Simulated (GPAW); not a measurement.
# GaP (F-43m) in GPAW: single point with PBE

Aim: the single point of GaP with PBE.

Everything below comes from runs of GPAW 26.7.0. Logs are shortened: lines on timing, memory, paths and dates and some standing lists are left out, and cuts for length are marked. The log counts tension as positive stress, the text compression.

## Step 1: The structure

It takes space group F-43m (No. 216, cubic). The conventional cell has a = 5.451 Å, b = 5.451 Å, c = 5.451 Å, α = 90.00°, β = 90.00°, γ = 90.00°. Around Ga (site symmetry -43m) lie 4 P at 2.36 Å. P (site symmetry -43m) is surrounded by 4 Ga at 2.36 Å.

## Step 2: Single point, PBE

The input, run.py:

```python
from ase import Atoms
from ase.dft.bandgap import bandgap
from ase.io import write
from ase.units import GPa
from gpaw import GPAW, PW

atoms = Atoms(['Ga', 'P'],
              cell=[[0.0, 2.72525, 2.72525],
                    [2.72525, 0.0, 2.72525],
                    [2.72525, 2.72525, 0.0]],
              scaled_positions=[[0.0, 0.0, 0.0],
                                [0.75, 0.75, 0.75]],
              pbc=True)

calc = GPAW(mode=PW(700),
            xc='PBE',
            kpts={'size': (8, 8, 8), 'gamma': True},
            occupations={'name': 'fermi-dirac', 'width': 0.05},
            nbands=11,
            convergence={'density': 1e-05, 'energy': 1e-05},
            maxiter=80,
            txt='gpaw.txt')
atoms.calc = calc
energy = atoms.get_potential_energy()
forces = atoms.get_forces()
stress = atoms.get_stress()
calc.write('gs.gpw')
write('result.traj', atoms)
print(f'Energy: {energy:.6f} eV')
print('Forces (eV/A):')
print(forces.round(4))
print('Stress (GPa):', (stress / GPa).round(3))
print('Fermi level:', round(calc.get_fermi_level(), 4), 'eV')
print(f'Gap: {bandgap(calc)[0]:.4f} eV, direct: {bandgap(calc, direct=True)[0]:.4f} eV')
```

Potentials or basis: GPAW PAW data sets (gpaw-data 1.2.1), pw.

Command:

```bash
OMP_NUM_THREADS=1 python run.py
```

gpaw.txt:

```text
__  _  _
 | _ |_)|_||  |
 |__||  | ||/\| - 26.7.0

Input parameters:
  mode=PW(ecut=700.0),
  convergence={'density': 1e-05, 'energy': 1e-05},
  kpts=MonkhorstPack(size=(8, 8, 8), gamma=True),
  maxiter=80,
  nbands=11,
  occupations=Occupations(name='fermi-dirac', width=0.05),
  xc=XC(name='PBE')

Diagonalizing LCAO Hamiltonian
Converting LCAO to pw mode

                    P

       Ga

Atoms  # Å, Bohr magnetons
|   | symbol |        x |        y |        z |    initial magnetic moments |
|---|--------|----------|----------|----------|-----------------------------|
| 0 |     Ga | 0.000000 | 0.000000 | 0.000000 | ( 0.0000,  0.0000,  0.0000) |
| 1 |      P | 4.087875 | 4.087875 | 4.087875 | ( 0.0000,  0.0000,  0.0000) |

Unit cell  # Å
| periodic |        x |        y |        z |  lengths |    angles |
|----------|----------|----------|----------|----------|-----------|
|      yes | 0.000000 | 2.725250 | 2.725250 | 3.854086 | 60.000000 |
|      yes | 2.725250 | 0.000000 | 2.725250 | 3.854086 | 60.000000 |
|      yes | 2.725250 | 2.725250 | 0.000000 | 3.854086 | 60.000000 |

Number of symmetries: 24
Symmetry operations  # r_c * U_cc + t_c -> r_c
|    | kind |            matrix            |
|----|------|------------------------------|
|  0 |  E   |  1, 0, 0,  0, 1, 0,  0, 0, 1 |
|  1 |  σ   |  1, 0, 0,  0, 0, 1,  0, 1, 0 |
|  2 |  σ   |  1, 0,-1,  0, 1,-1,  0, 0,-1 |
|  3 |  C3  |  1, 0,-1,  0, 0,-1,  0, 1,-1 |
|  4 |  C3  |  1,-1, 0,  0,-1, 1,  0,-1, 0 |
|  5 |  σ   |  1,-1, 0,  0,-1, 0,  0,-1, 1 |
|  6 |  σ   |  0, 1, 0,  1, 0, 0,  0, 0, 1 |
|  7 |  C3  |  0, 1, 0,  0, 0, 1,  1, 0, 0 |
|  8 |  C2  |  0, 1,-1,  1, 0,-1,  0, 0,-1 |
|  9 |  S4  |  0, 1,-1,  0, 0,-1,  1, 0,-1 |
| 10 |  C3  |  0, 0, 1,  1, 0, 0,  0, 1, 0 |
| 11 |  σ   |  0, 0, 1,  0, 1, 0,  1, 0, 0 |
| 12 |  S4  |  0, 0,-1,  1, 0,-1,  0, 1,-1 |
| 13 |  C3  |  0, 0,-1,  0, 1,-1,  1, 0,-1 |
| 14 |  S4  |  0,-1, 1,  1,-1, 0,  0,-1, 0 |
| 15 |  C2  |  0,-1, 1,  0,-1, 0,  1,-1, 0 |
| 16 |  C3  |  0,-1, 0,  1,-1, 0,  0,-1, 1 |
| 17 |  S4  |  0,-1, 0,  0,-1, 1,  1,-1, 0 |
| 18 |  S4  | -1, 1, 0, -1, 0, 1, -1, 0, 0 |
| 19 |  C3  | -1, 1, 0, -1, 0, 0, -1, 0, 1 |
| 20 |  C3  | -1, 0, 1, -1, 1, 0, -1, 0, 0 |
| 21 |  S4  | -1, 0, 1, -1, 0, 0, -1, 1, 0 |
| 22 |  σ   | -1, 0, 0, -1, 1, 0, -1, 0, 1 |
| 23 |  C2  | -1, 0, 0, -1, 0, 1, -1, 1, 0 |

BZ-sampling:
  Number of BZ points: 512
  Number of IBZ points: 29

  Monkhorst-Pack size: [8, 8, 8]
  Monkhorst-Pack shift: [0.0625, 0.0625, 0.0625]

K-points  # in reciprocal-cell coordinates
|     |                                coordinates |     weight |
|-----|--------------------------------------------|------------|
|   0 | (  0.00000000,   0.00000000,   0.00000000) | 0.00195312 |
|   1 | (  0.12500000,   0.12500000,   0.00000000) | 0.01171875 |
|   2 | (  0.12500000,   0.12500000,   0.12500000) | 0.01562500 |
|   3 | (  0.25000000,   0.12500000,   0.12500000) | 0.02343750 |
|   4 | (  0.25000000,   0.25000000,   0.00000000) | 0.01171875 |
|   5 | (  0.25000000,   0.25000000,   0.12500000) | 0.04687500 |
|   6 | (  0.25000000,   0.25000000,   0.25000000) | 0.01562500 |
|   7 | (  0.37500000,   0.25000000,  -0.37500000) | 0.04687500 |
|   8 | (  0.37500000,   0.25000000,   0.12500000) | 0.04687500 |
|   9 | (  0.37500000,   0.25000000,   0.25000000) | 0.04687500 |
| ... |                                            |            |
|  28 | (  0.50000000,   0.50000000,   0.50000000) | 0.00781250 |

Plane wave coefficients: 1727
Cutoff: 700.0 eV

Spin-components: 1 (collinear spins)
Bands:           11
Projectors:      10
Spin-degeneracy: 2
Datatype:        complex128

Parallelization:
  kpt:    1
  domain: 1
  band:   1

Density:
  Valence electrons: 8.0
  Components: 1
  Grid points: [24 24 24]
  Charge: 0.0  # |e|

Potential:
  Grid points: [24 24 24]

species:
  Ga:
    name:    Gallium
    Z:       31.0
    valence: 3
    core:    28
    charge:  0.0  # [|e|]
    compensation charges:
      type: gauss
      rc: 0.37  # [Å]
      lmax: 2
    cutoffs:
      filter: 2.06  # [Å]
      core: 4.17  # [Å]
    projectors
    | kind |    occ | energy [eV] | rcut [Å] |
    |------|--------|-------------|----------|
    |   4s |  2.000 |      -8.945 |    1.164 |
    |   4p |  1.000 |      -2.580 |    1.164 |
    |    s |        |      18.266 |    1.164 |
    |    p |        |      24.631 |    1.164 |
    |    d |        |       0.000 |    1.164 |

    Using partial waves for Ga as LCAO basis

  P:
    name:    Phosphorus
    Z:       15.0
    valence: 5
    core:    10
    charge:  0.0  # [|e|]
    compensation charges:
      type: gauss
      rc: 0.30  # [Å]
      lmax: 2
    cutoffs:
      filter: 1.69  # [Å]
      core: 1.81  # [Å]
    projectors
    | kind |    occ | energy [eV] | rcut [Å] |
    |------|--------|-------------|----------|
    |   3s |  2.000 |     -13.968 |    0.953 |
    |   3p |  3.000 |      -5.506 |    0.953 |
    |    s |        |      13.244 |    0.953 |
    |    p |        |      21.705 |    0.953 |
    |    d |        |       0.000 |    0.953 |

    Using partial waves for P as LCAO basis

Reference energy: -62187.585188  # eV

eigensolver:
  PPCG
  Converge bands: occupied
  niter=2

density mixing:
  MSR1-Mixer
  Pratt-step length: 0.05
  Maximum mixing coefficient: 0.75
  Old densities: 10
  SVD Regularization: 0.005
  Good broyden scale: 1.0
  Trust region scale: 1.0
  Backstep threshold: 4.0
  History deletion threshold: 6.0
  Fourier metric: weight=20.0, sigma=0.015

occupation numbers:
  Fermi-Dirac:
    width: 0.0500  # eV

poisson solver:
  ecut: 5600.0  # eV

xc functional:
  name: PBE with 2 nearest neighbor stencil

convergence criteria:
- Maximum integral of absolute [dens]ity change: 1e-05 electrons / valence electron
- Maximum [total energy] change in last 3 cyles: 1e-05 eV / valence electron
- Maximum integral of absolute [eigenst]ate change: 4e-08 eV^2 / valence electron
maximum number of iterations: 80

SCF iterations
|iter     | |      energy | eigst |  dens |
|---------|-|-------------|-------|-------|
|iter:   1| |   -9.219899 | -0.27 |       |
|iter:   2| |   -9.185792 | -2.34 | -0.84 |
|iter:   3| |   -9.037097 | -1.88 | -0.87 |
|iter:   4| |   -9.038281 | -3.46 | -1.52 |
|iter:   5| |   -9.038573 | -4.34 | -2.05 |
|iter:   6| |   -9.038610 | -5.61 | -2.79 |
|iter:   7| |   -9.038610c| -7.19 | -3.80 |
|iter:   8| |   -9.038610c| -7.57c| -4.36 |
|iter:   9| |   -9.038610c| -8.63c| -5.33c|

Converged in 9 steps
Energy contributions relative to reference atoms: (reference = -62187.585188)

Energy contributions:
  Kinetic:          24.586648
  Coulomb:         -21.581856
  Zero:              0.014197
  External:          0.000000
  Xc:              -12.057599
  Entropy:          -0.000000
  Spinorbit:         0.000000
  ----------------------------
  Free energy:      -9.038610
  Extrapolated:     -9.038610

dipole moment: (-10.829384, -10.829384, -10.829384)  # |e|*Ang

Fermi level: 5.757
Eigenvalues  # (at kpt = [0.000, 0.000, 0.000])
| band index |      eig [eV] | occ [0-2] |
|------------|---------------|-----------|
|          0 |        -7.509 |     2.000 |
|          1 |         4.954 |     2.000 |
|          2 |         4.954 |     2.000 |
|          3 |         4.954 |     2.000 |
|          4 |         6.848 |     0.000 |
|          5 |         8.885 |     0.000 |
|          6 |         8.885 |     0.000 |
|          7 |         8.885 |     0.000 |
|          8 |        13.831 |     0.000 |
|          9 |        14.653 |     0.000 |
|         10 |        14.653 |     0.000 |

Gap: 1.668 eV
Transition (v -> c):
  (s=0, k=0, n=3, [0.00, 0.00, 0.00]) -> (s=0, k=24, n=4, [0.50, 0.50, 0.00])
Direct/indirect transitions are different
Direct gap: 1.894 eV
Transition at: (s=0, k=0, n=3, [0.00, 0.00, 0.00])

Forces  # eV/Ang
|        x |        y |        z |
|----------|----------|----------|
|  0.00000 | -0.00000 | -0.00000 |  # Ga   0
| -0.00000 | -0.00000 | -0.00000 |  # P    1

Stress tensor  # eV/Ang^3
|         x |         y |         z |
|-----------|-----------|-----------|
| -0.028371 |  0.000000 |  0.000000 |
|  0.000000 | -0.028371 |  0.000000 |
|  0.000000 |  0.000000 | -0.028371 |

# Writing to gs.gpw (mode='')
```

Run time: 8.4 s. Hardware: 1 thread of AMD EPYC 7B13 (Zen 3), shared host; peak memory 0.15 GiB.

Results:

* Free energy: -9.0386 eV
* Pressure: 4.5 GPa
* Band gap on the k mesh: 1.67 eV, indirect (least direct gap 1.89 eV)
